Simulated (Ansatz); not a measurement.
**Moving the pressure in Pd**

The cell as given:

```cif
data_structure
_symmetry_space_group_name_H-M 'Fm-3m'
_symmetry_Int_Tables_number 225
_cell_length_a 3.8930
_cell_length_b 3.8930
_cell_length_c 3.8930
_cell_angle_alpha 90.000
_cell_angle_beta 90.000
_cell_angle_gamma 90.000
_cell_volume 59.00
loop_
_atom_site_label
_atom_site_type_symbol
_atom_site_symmetry_multiplicity
_atom_site_Wyckoff_symbol
_atom_site_fract_x
_atom_site_fract_y
_atom_site_fract_z
_atom_site_occupancy
Pd1 Pd 4 a 0.00000 0.00000 0.00000 1
```

Kept alike: task relaxation of cell and atoms; functional PBEsol; k mesh 12 × 12 × 12; occupations fermi-dirac, width 0.05 eV; no spin polarisation. Program: Ansatz, Ansatz PAW, cutoff 420 eV. The mesh is that of the run's cell of 1 atom. No spin-orbit coupling.

| run | volume (Å³/atom) |
| --- | --- |
| A | 13.915 |
| B | 14.205 |
| C | 13.434 |
| D | 14.533 |
| E | 14.395 |
| F | 13.035 |

The relaxations keep at least the cell's symmetry (Fm-3m). For a metal such a mesh leaves the last digits unconverged. The runs follow the start's structure, whether or not it is the stable one at these pressures. All rows use potentials made for PBE.

Question: The runs differ in the pressure alone: 0; 2; 5; 10; 20; 30 GPa. Which run is which?

Answer: Run A is 10 GPa; run B is 5 GPa; run C is 20 GPa; run D is 0 GPa; run E is 2 GPa; run F is 30 GPa. The volume falls from 14.533 to 13.035 Å³/atom between 0 and 30 GPa. The volume falls ever more slowly, since the solid stiffens under load. At the pressures aimed at, which the runs meet within some tenths of a GPa, the step from 0 to 5 GPa gives a mean bulk modulus near 219 GPa, the last step 332 GPa.
